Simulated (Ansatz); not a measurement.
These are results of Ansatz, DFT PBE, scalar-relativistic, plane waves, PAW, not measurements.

Structure of SiO₂:

```
CELL_PARAMETERS angstrom
-4.50525 4.50525 2.63651
4.50525 -4.50525 2.63651
4.50525 4.50525 -2.63651
ATOMIC_POSITIONS crystal
Si 0.17693 0.17693 0.35386
Si 0.82307 0.17693 0.00000
Si 0.17693 0.82307 0.00000
Si 0.82307 0.82307 0.64614
O 0.50000 0.50000 0.50000
O 0.00000 0.50000 0.00000
O 0.50000 0.00000 0.00000
O 0.00000 0.00000 0.50000
O 0.00000 0.20945 0.20945
O 0.79055 0.00000 0.79055
O 0.20945 0.00000 0.20945
O 0.00000 0.79055 0.79055
```

Cutoff 420 eV; k points 6×6×6 on the computed 12-atom cell (Γ-centred); Gaussian smearing, width 0.02 eV; no spin polarisation.

Levels along Γ–X–M–Γ–Z | Z0–M | X–P–N–Γ, in eV from a zero inside the gap, sorted by energy at each point. Points in fractions of the primitive reciprocal vectors: Γ (0.000 0.000 0.000), X (0.000 0.000 0.500), M (-0.500 0.500 0.500), Z (0.336 0.336 -0.336), Z0 (-0.336 0.664 0.336), P (0.250 0.250 0.250), N (0.000 0.500 0.000).
```csv
point,"k (1/Å, with 2π)",band 29,band 30,band 31,band 32,band 33,band 34,band 35
Γ,0.000,-3.49,-3.33,-2.69,-2.68,2.68,5.59,5.73
-,0.099,-3.43,-3.31,-2.71,-2.71,2.74,5.57,5.70
-,0.197,-3.30,-3.26,-2.78,-2.74,2.92,5.35,5.70
-,0.296,-3.18,-3.18,-2.89,-2.80,3.20,4.95,5.75
-,0.395,-3.10,-3.09,-3.03,-2.87,3.55,4.51,5.80
X,0.493,-3.11,-3.06,-3.05,-2.91,3.82,4.21,5.82
-,0.592,-3.18,-3.04,-2.99,-2.87,3.87,4.24,5.79
-,0.690,-3.31,-2.99,-2.88,-2.79,4.00,4.33,5.68
-,0.789,-3.46,-2.93,-2.78,-2.73,4.22,4.48,5.46
-,0.887,-3.59,-2.88,-2.71,-2.69,4.50,4.65,5.16
M,0.986,-3.65,-2.87,-2.68,-2.68,4.75,4.75,4.90
-,1.126,-3.51,-2.90,-2.75,-2.68,4.23,4.86,5.12
-,1.265,-3.24,-3.02,-2.94,-2.68,3.64,5.14,5.27
-,1.405,-3.19,-3.15,-2.96,-2.69,3.14,5.44,5.45
-,1.544,-3.38,-3.29,-2.76,-2.69,2.80,5.57,5.66
Γ,1.683,-3.49,-3.33,-2.69,-2.68,2.68,5.59,5.73
-,1.843,-3.52,-3.48,-2.81,-2.69,2.84,5.67,5.95
-,2.003,-3.85,-3.59,-3.10,-2.73,3.29,5.77,6.33
-,2.163,-3.80,-3.71,-3.49,-2.77,3.94,5.77,6.40
-,2.323,-3.83,-3.50,-3.50,-2.81,4.74,5.59,6.08
Z,2.483,-3.94,-3.17,-3.17,-2.83,5.29,5.58,5.58
Z0,2.483,-3.94,-3.17,-3.17,-2.83,5.29,5.58,5.58
-,2.562,-3.88,-3.02,-3.02,-2.85,5.16,5.32,5.32
-,2.640,-3.80,-2.88,-2.88,-2.85,5.05,5.09,5.09
-,2.718,-3.73,-2.86,-2.77,-2.77,4.91,4.91,4.97
-,2.797,-3.67,-2.86,-2.70,-2.70,4.79,4.79,4.92
M,2.875,-3.65,-2.87,-2.68,-2.68,4.75,4.75,4.90
X,2.875,-3.11,-3.06,-3.05,-2.91,3.82,4.21,5.82
-,2.994,-3.12,-3.11,-3.05,-2.97,3.89,4.27,5.88
-,3.113,-3.28,-3.15,-3.10,-3.04,4.08,4.45,5.95
-,3.232,-3.41,-3.24,-3.17,-3.02,4.36,4.72,5.80
-,3.352,-3.41,-3.34,-3.19,-3.02,4.70,5.05,5.48
P,3.471,-3.39,-3.39,-3.19,-3.02,4.98,5.21,5.39
-,3.541,-3.42,-3.39,-3.20,-3.00,4.96,5.16,5.45
-,3.610,-3.50,-3.40,-3.21,-2.98,4.91,5.10,5.58
-,3.680,-3.61,-3.41,-3.23,-2.95,4.87,5.05,5.73
-,3.750,-3.72,-3.42,-3.24,-2.94,4.84,5.03,5.86
N,3.820,-3.74,-3.42,-3.25,-2.93,4.83,5.02,5.91
-,3.958,-3.51,-3.47,-3.27,-2.90,4.26,5.51,5.93
-,4.096,-3.59,-3.38,-3.20,-2.83,3.65,5.70,6.16
-,4.234,-3.57,-3.42,-2.96,-2.75,3.14,5.68,6.07
-,4.372,-3.47,-3.40,-2.77,-2.70,2.80,5.63,5.83
Γ,4.510,-3.49,-3.33,-2.69,-2.68,2.68,5.59,5.73
```

This form isn't the usual stable structure of the compound.

Cost: 1 run of about 1.5 core-minutes, on Intel Xeon (Ice Lake) (shared hosts).